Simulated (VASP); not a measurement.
# PbS (R3m) in VASP: a series of runs

The runs below take PbS through phonons, band structure, with PW91, PBEsol.

Everything below comes from runs of VASP 6.6.1. Logs are shortened: lines on timing, memory, paths and dates and some standing lists are left out, and cuts for length are marked.

## (1) The structure

Symmetry: R3m, No. 160, trigonal system. The conventional cell has a = 4.225 Å, b = 4.225 Å, c = 10.356 Å, α = 90.00°, β = 90.00°, γ = 120.00°. Around Pb (site symmetry 3m) lie 6 S at 2.96 to 3.02 Å. S (site symmetry 3m) is surrounded by 6 Pb at 2.96 to 3.02 Å.

The cell is a database's computed one.

## (2) Phonons, PW91

POSCAR reads:

```
PbS
1.0
    2.1126617058      1.2197458045      3.4519162518
   -2.1126617058      1.2197458045      3.4519162518
    0.0000000000     -2.4394916091      3.4519162518
Pb S
1 1
Direct
    0.9805657800      0.9805657800      0.9805657800
    0.4750355500      0.4750355500      0.4750355500
```

INCAR.step1 reads:

```
PREC     = Accurate       # precision mode
ENCUT    = 600            # plane-wave cutoff, eV
EDIFF    = 1E-8           # SCF threshold, eV
ISMEAR   = -1             # smearing method
SIGMA    = 0.1            # smearing width, eV
LREAL    = False          # projectors in reciprocal space
LASPH    = True           # aspherical terms in the spheres
NELM     = 60             # most SCF steps
ALGO     = VeryFast       # electronic algorithm
ISIF     = 3              # what is computed and relaxed
LWAVE    = False          # write WAVECAR
LCHARG   = False          # write CHGCAR
GGA      = 91             # functional
IBRION   = 2              # ionic algorithm
NSW      = 40             # ionic steps
EDIFFG   = -0.002         # ionic threshold
```

INCAR.step2 reads:

```
PREC     = Accurate       # precision mode
ENCUT    = 600            # plane-wave cutoff, eV
EDIFF    = 1E-8           # SCF threshold, eV
ISMEAR   = -1             # smearing method
SIGMA    = 0.1            # smearing width, eV
LREAL    = False          # projectors in reciprocal space
LASPH    = True           # aspherical terms in the spheres
NELM     = 60             # most SCF steps
ALGO     = VeryFast       # electronic algorithm
ISIF     = 2              # what is computed and relaxed
LWAVE    = False          # write WAVECAR
LCHARG   = False          # write CHGCAR
GGA      = 91             # functional
IBRION   = 6              # ionic algorithm
NFREE    = 2            
POTIM    = 0.015          # step
NSW      = 1              # ionic steps
```

KPOINTS reads:

```
Automatic mesh
0
Gamma
  6 6 6
```

Potentials or basis: VASP PAW PBE potentials, release 64 (Pb_d, S).

Command:

```
cat potpaw_PBE.64/Pb_d/POTCAR potpaw_PBE.64/S/POTCAR > POTCAR
cp INCAR.step1 INCAR
mpirun -np 1 vasp_std > vasp.out
cp CONTCAR POSCAR
cp INCAR.step2 INCAR
mpirun -np 1 vasp_std > vasp.out
```

OUTCAR:

```text
PREC = Accurate
   ENCUT = 600
   EDIFF = 1E-8
   ISMEAR = -1
   LREAL = False
   LASPH = True
   NELM = 60
   ISIF = 2
   GGA = 91
   IBRION = 6
   NFREE = 2
   POTIM = 0.015
   NSW = 1

 ion  position               nearest neighbor table
   1  0.978  0.978  0.978-   2 3.00   2 3.00   2 3.00   2 3.01   2 3.01   2 3.01
   2  0.477  0.477  0.477-   1 3.00   1 3.00   1 3.00   1 3.01   1 3.01   1 3.01

  LATTYP: Found a trigonal (rhomboedric) cell.
 ALAT       =     4.2454111924
 COS(alpha) =     0.4999093936

  Lattice vectors:

 A1 = (   2.1228979182,   1.2256556845,   3.4662066823)
 A2 = (  -2.1228979182,   1.2256556845,   3.4662066823)
 A3 = (   0.0000000000,  -2.4513113690,   3.4662066823)

Analysis of symmetry for initial positions (statically):
=====================================================================
 Subroutine PRICEL returns:
 Original cell was already a primitive cell.

 Routine SETGRP: Setting up the symmetry group for a
 trigonal (rhombohedral) supercell.

 Subroutine GETGRP returns: Found  6 space group operations
 (whereof  6 operations were pure point group operations)
 out of a pool of 12 trial point group operations.

The static configuration has the point symmetry C_3v.

Analysis of symmetry for dynamics (positions and initial velocities):
=====================================================================
 Subroutine PRICEL returns:
 Original cell was already a primitive cell.

 Routine SETGRP: Setting up the symmetry group for a
 trigonal (rhombohedral) supercell.

 Subroutine GETGRP returns: Found  6 space group operations
 (whereof  6 operations were pure point group operations)
 out of a pool of 12 trial point group operations.

The dynamic configuration has the point symmetry C_3v.

 Subroutine INISYM returns: Found  6 space group operations
 (whereof  6 operations are pure point group operations),
 and found     1 'primitive' translations

----------------------------------------------------------------------------------------

                                     Primitive cell

  volume of cell :      54.1132

  direct lattice vectors                    reciprocal lattice vectors
     2.122897918  1.225655684  3.466206682     0.235527105  0.135981637  0.096166606
    -2.122897918  1.225655684  3.466206682    -0.235527105  0.135981637  0.096166606
     0.000000000 -2.451311369  3.466206682     0.000000000 -0.271963274  0.096166606

  length of vectors
     4.245411192  4.245411192  4.245411192     0.288464970  0.288464970  0.288464970

  position of ions in fractional coordinates (direct lattice)
     0.978298531  0.978298531  0.978298531
     0.477302799  0.477302799  0.477302799

  ion indices of the primitive-cell ions
   primitive index   ion index
                 1           1
                 2           2

----------------------------------------------------------------------------------------

 KPOINTS: Automatic mesh

Automatic generation of k-mesh.
 Grid dimensions read from file:
 generate k-points for:    6    6    6

 Generating k-lattice:

  Cartesian coordinates                     Fractional coordinates (reciprocal lattice)
     0.039254517  0.022663606  0.016027768     0.166666667  0.000000000  0.000000000
    -0.039254517  0.022663606  0.016027768     0.000000000  0.166666667  0.000000000
     0.000000000 -0.045327212  0.016027768     0.000000000  0.000000000  0.166666667

  Length of vectors
     0.048077495  0.048077495  0.048077495

  Shift w.r.t. Gamma in fractional coordinates (k-lattice)
     0.000000000  0.000000000  0.000000000

 Subroutine IBZKPT returns following result:
[... 64 lines left out ...]
   ISMEAR =    -1;   SIGMA  =   0.10  broadening in eV -4-tet -1-fermi 0-gaus
   EFERMI_NEDOS =   21; number of points for ismear=-14 and -15
   IALGO  =     48    algorithm
   IMIX   =      4    mixing-type and parameters
     AMIX     =   0.40;   BMIX     =  1.00
     AMIX_MAG =   1.60;   BMIX_MAG =  1.00
  volume/ion in A,a.u.               =      27.06       182.59
  Fermi-wavevector in a.u.,A,eV,Ry     =   1.174854  2.220151 18.779861  1.380281
  Thomas-Fermi vector in A             =   2.311244
   LORBIT       =      0    0 simple, 1 ext, 2 COOP (PROOUT), +10 PAW based schemes
   GGA     = 91    functional components
   LHFCALC =     F    Hartree Fock is set to
   AEXX    =    0.0000 exact exchange contribution
   IVDW    =     0    specifies the selected vdW correction
   LEPSILON=     F    determine dielectric tensor
   LRPA    =     F    only Hartree local field effects (RPA)
 finite differences with symmetry
 non-spin polarized calculation
 RMM-DIIS sequential band-by-band
  energy-cutoff  :      600.00
  volume of cell :       54.11
 maximum number of plane-waves:      1821
 NGX is ok and might be reduce to    36
   NGX = 17   NGY = 17   NGZ = 17

--------------------------------------- Ionic step        1  -------------------------------------------

 number of electron      20.0000000 magnetization

 Free energy of the ion-electron system (eV)
  ---------------------------------------------------
  ext. energy  EPLUGINS =         0.00000000
  ---------------------------------------------------
  free energy    TOTEN  =        -8.83432715 eV

  energy without entropy =       -8.83206537  energy(sigma->0) =       -8.83319626

------------------------ aborting loop because EDIFF is reached ----------------------------------------

  FORCE on cell =-STRESS in cart. coord.  units (eV):
  Direction    XX          YY          ZZ          XY          YZ          ZX
  --------------------------------------------------------------------------------------
  -------------------------------------------------------------------------------------
  Total       -0.0017254     -0.0017254      0.0004561      0.0000000     -0.0000000      0.0000000
  in kB       -0.0510840     -0.0510840      0.0135033      0.0000000     -0.0000000      0.0000000
  external PRESSURE =      -0.0295549 kB  Pullay stress =       0.0000000 kB
[... 275 lines left out ...]
--------------------------------------- Ionic step        9  -------------------------------------------

 number of electron      20.0000001 magnetization

 Free energy of the ion-electron system (eV)
  ---------------------------------------------------
  ext. energy  EPLUGINS =         0.00000000
  ---------------------------------------------------
  free energy    TOTEN  =        -8.83429580 eV

  energy without entropy =       -8.83206780  energy(sigma->0) =       -8.83318180

 E-fermi :   5.5180     XC(G=0):  -9.5711

 val. band max:        5.2818878760   @ k =   0.5000   0.0000   0.0000
 cond. band min:       5.7530209836   @ k =   0.5000   0.0000   0.0000
 fundamental gap:      0.4711331076
 Fermi energy:         5.5179835702

 k-point     1 :       0.0000    0.0000    0.0000
  band No.  band energies     occupation
      1     -11.4355      2.00000
      2     -11.4354      2.00000
      3     -11.4354      2.00000
      4     -11.4197      2.00000
      5     -11.4197      2.00000
      6      -7.9587      2.00000
      7      -0.7772      2.00000
      8       3.3079      2.00000
      9       3.3079      2.00000
     10       3.3104      2.00000
     11      10.3890      0.00000
     12      10.3924      0.00000
     13      11.4297      0.00000
     14      12.1376      0.00000
[... 377 lines left out ...]
      1     -11.5217      2.00000
      2     -11.4393      2.00000
      3     -11.4113      2.00000
      4     -11.4015      2.00000
      5     -11.3819      2.00000
      6      -6.3996      2.00000
      7      -2.3538      2.00000
      8       0.7677      2.00000
      9       1.5911      2.00000
     10       3.6272      2.00000
     11       8.4339      0.00000
     12       9.6127      0.00000
     13      10.3229      0.00000
     14      12.0967      0.00000

 [... further k-points ...]

------------------------ aborting loop because EDIFF is reached ----------------------------------------

  FORCE on cell =-STRESS in cart. coord.  units (eV):
  Direction    XX          YY          ZZ          XY          YZ          ZX
  --------------------------------------------------------------------------------------
  -------------------------------------------------------------------------------------
  Total        0.0000739      0.0000739      0.0042803      0.0000000     -0.0000000      0.0000000
  in kB        0.0021885      0.0021885      0.1267305      0.0000000     -0.0000000      0.0000000
  external PRESSURE =       0.0437025 kB  Pullay stress =       0.0000000 kB
[... 17 lines left out ...]
  FREE ENERGIE OF THE ION-ELECTRON SYSTEM (eV)
  ---------------------------------------------------
  free  energy   TOTEN  =        -8.8342958001 eV

  energy  without entropy=       -8.8320677952  energy(sigma->0) =       -8.83318180

 INTERNAL STRAIN TENSORS FROM DISPLACED ATOMS
 ============================================

 INTERNAL STRAIN TENSOR FOR ION    1 for displacements in x,y,z  (eV/Angst):
          X           Y           Z          XY          YZ          ZX
  --------------------------------------------------------------------------------
  x     0.00000     0.00000     0.00000    -0.04028    -0.00000     0.09899
  y    -0.04028     0.04028    -0.00000     0.00000     0.09899     0.00000
  z     0.07312     0.07312     0.15488     0.00000    -0.00000     0.00000

 INTERNAL STRAIN TENSOR FOR ION    2 for displacements in x,y,z  (eV/Angst):
          X           Y           Z          XY          YZ          ZX
  --------------------------------------------------------------------------------
  x     0.00000     0.00000     0.00000     0.04077     0.00000    -0.09775
  y     0.04077    -0.04077     0.00000     0.00000    -0.09775    -0.00000
  z    -0.06426    -0.06426    -0.14250     0.00000     0.00000     0.00000

 Eigenvectors and eigenvalues of the dynamical matrix
 ----------------------------------------------------

   1 f  =    1.054634 THz     6.626462 2PiTHz   35.178808 cm-1     4.361614 meV
             X         Y         Z           dx          dy          dz
      0.000000 -0.000000 10.172955     0.000000    0.000000   -0.377817
      0.000000 -0.000000  4.963290    -0.000000   -0.000000    0.925880
[... 21 lines left out ...]
   6 f/i=    0.021873 THz     0.137433 2PiTHz    0.729607 cm-1     0.090460 meV
             X         Y         Z           dx          dy          dz
      0.000000 -0.000000 10.172955     0.922497    0.000024   -0.000000
      0.000000 -0.000000  4.963290     0.386004    0.000010   -0.000000

 ELASTIC MODULI CONTR FROM IONIC RELAXATION (kBar)
 Direction    XX          YY          ZZ          XY          YZ          ZX
 --------------------------------------------------------------------------------
 XX          -1.4727     -0.6836     -2.3330     -0.0000      0.9581      0.0000
 YY          -0.6836     -1.4727     -2.3330      0.0000     -0.9581     -0.0000
 ZZ          -2.3330     -2.3330     -5.0480     -0.0000      0.0000      0.0000
 XY          -0.0000      0.0000     -0.0000     -0.3945      0.0000      0.9581
 YZ           0.9581     -0.9581      0.0000      0.0000     -2.3264     -0.0000
 ZX           0.0000     -0.0000      0.0000      0.9581     -0.0000     -2.3265
 --------------------------------------------------------------------------------
```

Wall time 21 min (1 thread of Intel Xeon Platinum 8488C (Sapphire Rapids), shared host); peak memory 0.39 GiB.

Results:

| Quantity | Value |
| --- | --- |
| Relaxed volume | 27.06 Å³/atom |
| Relaxed cell | a = 4.245 Å, b = 4.245 Å, c = 4.245 Å, α = 60.01°, β = 60.01°, γ = 60.01° |
| Space group after relaxing (to 0.05 Å) | Fm-3m (No. 225) |
| Highest phonon frequency at Γ, LO-TO splitting left out | 35 cm⁻¹ |

The path:
| step | energy change (eV) | largest force (eV/Å) | pressure (GPa) | volume (Å³) |
| --- | --- | --- | --- | --- |
| 1 | 0.0000 | 0.0160 | 0.80 | 53.37 |
| 2 | -0.0017 | 0.0057 | -0.25 | 54.41 |
| 3 | -0.0019 | 0.0085 | 0.00 | 54.15 |
| 4 | -0.0019 | 0.0080 | -0.02 | 54.16 |
| 5 | -0.0019 | 0.0077 | 0.00 | 54.14 |
| 6 | -0.0019 | 0.0077 | 0.02 | 54.13 |
| 7 | -0.0019 | 0.0079 | 0.05 | 54.09 |
| 8 | -0.0019 | 0.0077 | 0.05 | 54.09 |
| 9 | -0.0019 | 0.0075 | 0.05 | 54.09 |
| 10 | -0.0020 | 0.0068 | 0.05 | 54.09 |
| 11 | -0.0020 | 0.0060 | 0.04 | 54.09 |
| 12 | -0.0020 | 0.0047 | 0.04 | 54.08 |
| 13 | -0.0020 | 0.0018 | 0.04 | 54.07 |
| 14 | -0.0021 | 0.0014 | -0.05 | 54.16 |
| 15 | -0.0021 | 0.0011 | -0.06 | 54.16 |
| 16 | -0.0021 | 0.0007 | 0.00 | 54.11 |

Final structure:
```xyz
2
Lattice="2.1229 1.2257 3.4662 -2.1229 1.2257 3.4662 0.0000 -2.4513 3.4662" Properties=species:S:1:pos:R:3 pbc="T T T"
Pb    0.0000    0.0000   10.1730
S     0.0000    0.0000    4.9633
```

Phonon frequencies in cm⁻¹ (negative: imaginary):
| q point | frequencies |
| --- | --- |
| (0.000, 0.000, 0.000) | -1 -1 0 34 34 35 |

Caveat: the PAW data sets were made with another functional, which shifts forces and pressure a little. The run has no spin-orbit coupling, so splittings on Pb are missing.

(Part 1 of 2 ends here.)
